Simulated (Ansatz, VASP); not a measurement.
# ZnO: VASP beside Ansatz

```
CELL_PARAMETERS angstrom
3.29513 0.00000 0.00000
-1.64756 2.85366 0.00000
0.00000 0.00000 5.10469
ATOMIC_POSITIONS crystal
Zn 0.66667 0.33333 0.49531
Zn 0.33333 0.66667 0.99531
O 0.66667 0.33333 0.88500
O 0.33333 0.66667 0.38500
```

Alike in both runs: task single point; functional PBEsol; k mesh 9 × 9 × 6; occupations gaussian, width 0.02 eV; no spin polarisation.

|  | VASP | Ansatz |
| --- | --- | --- |
| version | VASP 6.6.1 | Ansatz 0.2.0 |
| potentials or method | VASP PAW PBE potentials, release 64 (Zn, O) | scalar-relativistic, plane waves, PAW |
| plane-wave cutoff (eV) | 520 | 420 |
| valence electrons in the cell | 36 | 36 |

VASP gave:

```
gap on the k mesh at the Fermi level (eV)       : 0.71
least direct gap on the mesh (eV)               : 0.71
pressure (GPa)                                  : -1.9
largest component of the traceless stress (GPa) : 2.80
rms of the force components (eV/Å)              : 0.004
```

**Question.** Estimate Ansatz's values.

**Answer.** gap on the k mesh at the Fermi level (eV): 0.72; least direct gap on the mesh (eV): 0.72; pressure (GPa): -2.8; largest component of the traceless stress (GPa): 2.78; rms of the force components (eV/Å): 0.000.

Atom by atom the forces differ by 0.004 eV/Å (rms over components). With one functional, cell and mesh, what is left measures potentials, basis and numerics.

Caveats: the PAW data sets were made with another functional, which shifts forces and pressure a little (VASP). As with any semilocal functional, this PBEsol gap is likely too small.
